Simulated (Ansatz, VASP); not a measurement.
**One calculation of FePt (Tetraferroplatinum), two programs**

```
Pt Fe
1.0
     2.72350    0.00000    0.00000
     0.00000    2.72350    0.00000
     0.00000    0.00000    3.72000
Pt Fe
1 1
Direct
  0.50000 0.50000 0.50000
  0.00000 0.00000 0.00000
```

Alike in both runs: functional PBEsol; k mesh 10 × 10 × 7; occupations fermi-dirac, width 0.05 eV; collinear spin.

```csv
,VASP,Ansatz
version,VASP 6.6.1,Ansatz 0.2.0
potentials or method,"VASP PAW PBE potentials, release 64 (Pt, Fe)",Ansatz PAW
plane-wave cutoff (eV),520,420
valence electrons in the cell,18,34
task,single point,band structure
```

```tsv
	VASP	Ansatz	Ansatz less VASP
gap on the k mesh at the Fermi level (eV)	none	none	-
pressure (GPa)	-6.3	-6.0	+0.31
largest component of the traceless stress (GPa)	0.64	0.58	-0.052
net moment per atom (μB)	1.64	1.64	+0.003
size of the moment on the site where the two differ most (μB)	0.34	0.39	+0.053
```

Site moments also hang on the region over which each program counts them. A gap of «none» marks a metal or a gap that the smearing closes. With one functional, cell and mesh, what is left measures potentials, basis and numerics. The two sets of potentials don't hold the same shells in valence.

Caveats: the PAW data sets were made with another functional, which shifts forces and pressure a little (VASP); spin-orbit coupling is left out, which moves the levels of the heavy elements (Ansatz); the PAW data sets come from PBE, with cores solved anew for the run's functional, which leaves a small shift of forces and pressure (Ansatz). Spin-orbit coupling is left out, which matters for the levels of Pt.
